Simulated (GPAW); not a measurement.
# HfN: equation of state with PBE

The system is HfN.

```
Hf N
1.0
     0.00000    2.25600    2.25600
     2.25600    0.00000    2.25600
     2.25600    2.25600    0.00000
Hf N
1 1
Direct
  0.00000 0.00000 0.00000
  0.50000 0.50000 0.50000
```

- Program: GPAW 26.7.0
- Task: equation of state
- Functional: PBE
- Potentials or basis: GPAW PAW data sets (gpaw-data 1.2.1)
- Cutoff: 800 eV
- Basis: pw
- k mesh: 10 × 10 × 10
- Occupations: fermi-dirac, width 0.05 eV
- Spin: no spin polarisation
- Maxiter: 150
- Eos scales: [0.94, 0.96, 0.98, 1.0, 1.02, 1.04, 1.06]

```json
{
 "Equilibrium volume": "11.78 Å³/atom",
 "Bulk modulus": "268 GPa",
 "Pressure derivative of the bulk modulus": "4.4"
}
```

Energy against volume, from the lowest point:
```tsv
volume (Å³/atom)	energy (meV/atom)
10.793	80.86
11.023	45.66
11.252	21.17
11.482	6.25
11.712	0.00
11.941	1.35
12.171	9.83
```

It took 4.6 min on 1 thread of Arm Neoverse N1 (shared host), peak memory 0.26 GiB.

The run has no spin-orbit coupling, so splittings on Hf are missing. PBE usually gives volumes a little too large and moduli too small.
